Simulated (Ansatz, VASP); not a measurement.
# Au in VASP and in Ansatz

```
Au
1.0
     0.00000    2.04187    2.04187
     2.04187    0.00000    2.04187
     2.04187    2.04187    0.00000
Au
1
Direct
  0.00000 0.00000 0.00000
```

Alike in both runs: functional PBEsol; k mesh 18 × 18 × 18; occupations gaussian, width 0.1 eV; no spin polarisation.

Ansatz relaxed the structure, and its values are those at the end. VASP's run is a single point on that final structure, the one shown.

|  | VASP | Ansatz |
| --- | --- | --- |
| version | VASP 6.6.1 | Ansatz 0.2.0 |
| potentials or method | VASP PAW PBE potentials, release 64 (Au) | scalar-relativistic, plane waves, PAW |
| plane-wave cutoff (eV) | 520 | 420 |
| valence electrons in the cell | 11 | 19 |

```csv
,VASP,Ansatz,Ansatz less VASP
gap on the k mesh at the Fermi level (eV),none,none,-
pressure (GPa),-0.2,0.0,+0.23
```

A gap of «none» marks a metal or a gap that the smearing closes. With one functional, cell and mesh, what is left measures potentials, basis and numerics. The two sets of potentials don't hold the same shells in valence.

Caveats: the PAW data sets were made with another functional, which shifts forces and pressure a little (VASP). Spin-orbit coupling is left out, which matters for the levels of Au.
